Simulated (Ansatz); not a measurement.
An input for Ansatz 0.2.0 (CsH):

The input input.yaml:

```yaml
crystal:
  lattice:
    - [0.0, 3.188, 3.188]
    - [3.188, 0.0, 3.188]
    - [3.188, 3.188, 0.0]
  atoms:
    - { symbol: Cs, position: [0.0, 0.0, 0.0] }
    - { symbol: H, position: [0.5, 0.5, 0.5] }
kpoints:
  mp_grid: { grid: [6, 6, 6] }
scf:
  occupations: { method: fermi_dirac, width: 0.05 }
hamiltonian:
  xc: hse06
  pseudopotentials: { kind: all_electron, datasets: crystal }
output:
  forces: true
  stress: true
  eigenvalues: true
```

Potentials or basis: all-electron PAW datasets made for the crystal.

The run is started by

```console
$ ansatz run input.yaml --threads 1 --pin off --max-ram 3072MiB --backend cpu --events-out ev --progress --plain --runs-dir out
```

Question: Does this run start?

Answer: The run stopped without a result. It printed:

Output:

```text
Error: hamiltonian.pseudopotentials.datasets: crystal, beside a feature not held to (output.eigenvalues: true / output.band_residual_tolerance) — the datasets of this kind: all_electron run are made for its crystal, and no such run has been held to what stands beside, or a reason given rules it out; change each as told or leave it out, or set another kind (and leave the keys of all_electron out)
```
